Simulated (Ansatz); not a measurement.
The parent structure is LaAlO$_{3}$ (space group R-3c, No. 167; a = 5.368 Å, c = 13.110 Å (hexagonal axes)). Axes: x lies along a and z along c of the hexagonal cell.

The values are results of r2SCAN, PAW, 500 eV (Ansatz, a program for electronic structure; no SOC), not measurements.

For the base:

```
Quantity                   Value
---------------  ---------------
Volume per atom         10.91 Å³
Gap character    indirect, F → Γ
```

One thing is altered: uniaxial stress, 5 GPa compression along z, with the cell and atoms free to relax against it.

Problem. What does the calculation give for the volume per atom, gap character, mean lateral Poisson ratio and energy relative to the base after the change?

Solution. The volume per atom shrinks by 0.083 Å³ to 10.82 Å³; the gap character changes from indirect, F → Γ to direct at Γ; the mean lateral Poisson ratio amounts to 0.20; the energy rises by 2.1 meV/atom.

Load acts through the strain it causes; cell and atoms are relaxed under it. Stability under load was not tested beyond the relaxation.
